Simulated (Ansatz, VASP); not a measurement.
This is a calculation of Al2Cu for Ansatz 0.2.0.

The input input.yaml:

```yaml
crystal:
  lattice:
    - [-2.0303375, 2.0303375, 2.851094]
    - [2.0303375, -2.0303375, 2.851094]
    - [2.0303375, 2.0303375, -2.851094]
  atoms:
    - { symbol: Cu, position: [0.504187, 0.494732, 0.002262] }
    - { symbol: Al, position: [0.24558, 0.745124, 0.501133] }
    - { symbol: Al, position: [0.747976, 0.249726, 0.500934] }
hamiltonian:
  xc: pbe
  pseudopotentials: { kind: paw }
kpoints:
  mp_grid: { grid: [9, 9, 9] }
scf:
  occupations: { method: fermi_dirac, width: 0.05 }
output:
  forces: true
  stress: true
  eigenvalues: true
```

Potentials or basis: Ansatz PAW.

Command:

```console
$ ansatz run input.yaml --threads 2 --pin off --max-ram 5120MiB --backend cpu --events-out ev --progress --plain --runs-dir out
```

Set up the same calculation for VASP 6.6.1. Potentials there: VASP PAW PBE potentials, release 64 (Cu, Al).

As run (the cutoff follows the program's own potentials):

Contents of INCAR:

```
SYSTEM = Al2Cu
ALGO     = Fast           ! electronic algorithm
EDIFF    = 1E-6           ! SCF threshold, eV
ENCUT    = 520            ! plane-wave cutoff, eV
GGA      = PE             ! functional
ISIF     = 2              ! what is computed and relaxed
ISMEAR   = -1             ! smearing method
LASPH    = .True.         ! aspherical terms in the spheres
LCHARG   = .True.         ! write CHGCAR
LELF     = .True.         ! ELF
LREAL    = .False.        ! projectors in reciprocal space
LVHAR    = .True.       
LWAVE    = .False.        ! write WAVECAR
NBANDS   = 16             ! bands
NELM     = 60             ! most SCF steps
PREC     = Accurate       ! precision mode
SIGMA    = 0.05           ! smearing width, eV
```

File KPOINTS:

```
k-points
0
Gamma
  9 9 9
  0 0 0
```

POSCAR

```
Al2Cu
1.0
   -2.0303375000      2.0303375000      2.8510940000
    2.0303375000     -2.0303375000      2.8510940000
    2.0303375000      2.0303375000     -2.8510940000
Cu Al
1 2
Direct
    0.5041870000      0.4947320000      0.0022620000
    0.2455800000      0.7451240000      0.5011330000
    0.7479760000      0.2497260000      0.5009340000
```

Potentials or basis: VASP PAW PBE potentials, release 64 (Cu, Al).

Launch:

```console
$ cat potpaw_PBE.64/Cu/POTCAR potpaw_PBE.64/Al/POTCAR > POTCAR
$ mpirun -np 1 vasp_std > vasp.out
```

Both were run:

|  | VASP | Ansatz | Ansatz less VASP |
| --- | --- | --- | --- |
| gap on the k mesh at the Fermi level (eV) | none | none | - |
| pressure (GPa) | 3.2 | 3.0 | -0.19 |
| largest component of the traceless stress (GPa) | 0.49 | 0.49 | +0.002 |
| rms of the force components (eV/Å) | 0.104 | 0.104 | +0.0001 |

Atom by atom the forces differ by 0.000 eV/Å (rms over components). A gap of «none» marks a metal or a gap that the smearing closes. With one functional, cell and mesh, what is left measures potentials, basis and numerics. The two sets of potentials don't hold the same shells in valence.
